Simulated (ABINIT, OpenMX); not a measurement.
## One calculation of KI, 4 ways

```
CELL_PARAMETERS angstrom
0.00000 3.53277 3.53277
3.53277 0.00000 3.53277
3.53277 3.53277 0.00000
ATOMIC_POSITIONS crystal
I 0.50000 0.50000 0.50000
K 0.00000 0.00000 0.00000
```

Alike in all runs: task band structure; functional PBE; k mesh 7 × 7 × 7; occupations fermi-dirac, width 0.05 eV; no spin polarisation; no spin-orbit coupling. Pressure is positive in compression and, in plane waves, holds the error of the finite cutoff. Gaps are the smaller of the mesh's and the band path's.

| program and potentials | plane-wave cutoff (eV) | notes | band gap (eV) | pressure (GPa) |
| --- | --- | --- | --- | --- |
| ABINIT, JTH PAW PBE v2.0 | 435 | - | 3.96 | 0.59 |
| OpenMX, OpenMX 2013 PBE set, I7.0-s3p3d2f1, K10.0-s3p2d2, grid cutoff 300 Ry | - | atomic basis | 4.13 | 0.73 |
| OpenMX, OpenMX 2013 PBE set, I7.0-s3p2d2, K10.0-s3p2, grid cutoff 300 Ry | - | atomic basis | 3.99 | 1.43 |
| OpenMX, OpenMX 2013 PBE set, I7.0-s3p2d2f1, K10.0-s3p2d1, grid cutoff 300 Ry | - | atomic basis | 4.05 | 0.69 |

The band gap spans 3.96 (ABINIT, JTH PAW PBE v2.0) to 4.13 eV (OpenMX, OpenMX 2013 PBE set, I7.0-s3p3d2f1, K10.0-s3p2d2, grid cutoff 300 Ry). The pressure spans 0.59 (ABINIT, JTH PAW PBE v2.0) to 1.43 GPa (OpenMX, OpenMX 2013 PBE set, I7.0-s3p2d2, K10.0-s3p2, grid cutoff 300 Ry). Spin-orbit coupling, left out here, moves the band edges of heavy atoms. Rows in atomic bases carry the error of their basis and grid, which can be large.

The functional is the same throughout but for its coding, so the spread measures potentials, basis and numerics; runs on potential files found faulty are left out.
